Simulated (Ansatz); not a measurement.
**A strain series on AlN (rocksalt): epitaxial in the plane normal to [111]**

AlN built on the rocksalt prototype, relaxed with r2SCAN in Ansatz, then strained (epitaxial in the plane normal to [111]; changes of length per length, axes as in the cell below) with the atoms relaxed again within the symmetry that is left. The symmetry is Fm-3m (No. 225, cubic); a = 4.038 Å in the conventional setting, 8.23 Å³ an atom. Al has 6 N at 2.02 Å; N has 6 Al at 2.02 Å. No spin polarisation and no zero-point or thermal motion; the cell was built from a prototype and may be hypothetical.

```yaml
crystal:
  lattice:
    - [0.00000, 2.01887, 2.01887]
    - [2.01887, 0.00000, 2.01887]
    - [2.01887, 2.01887, 0.00000]
  atoms:
    - { symbol: Al, position: [0.00000, 0.00000, 0.00000] }
    - { symbol: N, position: [0.50000, 0.50000, 0.50000] }
```

Gaps are the least over each mesh (PBE 10×10×10, r2SCAN 10×10×10, HSE06 8×8×8 when unstrained) and the special points, which keep their unstrained names; stress is the change from the unstrained cell, compression positive.

```tsv
strain (%)	free normal strain (%)	gap, PBE (eV)	gap, r2SCAN (eV)	gap, HSE06 (eV)	edges, HSE06	in-plane stress, r2SCAN (GPa)	energy rise, r2SCAN (meV/atom)
-1.13	+0.16	4.764	5.601	6.166	Γ → X	+9.14	5.2
0.0	0.00	4.669	5.522	6.083	Γ → X	0.00	0.0
+0.37	-0.05	4.561	5.409	5.967	Γ → X	-2.82	0.5
+4.0	-0.54	3.466	4.256	4.793	Γ → X	-25.96	57.8
```

Between zero and the nearest strains the slope of the HSE06 gap against strain is -0.074 eV per percent for negative and -0.313 for positive strain.

The meshes of the hybrids are coarse, so their gaps aren't converged to the digits shown.
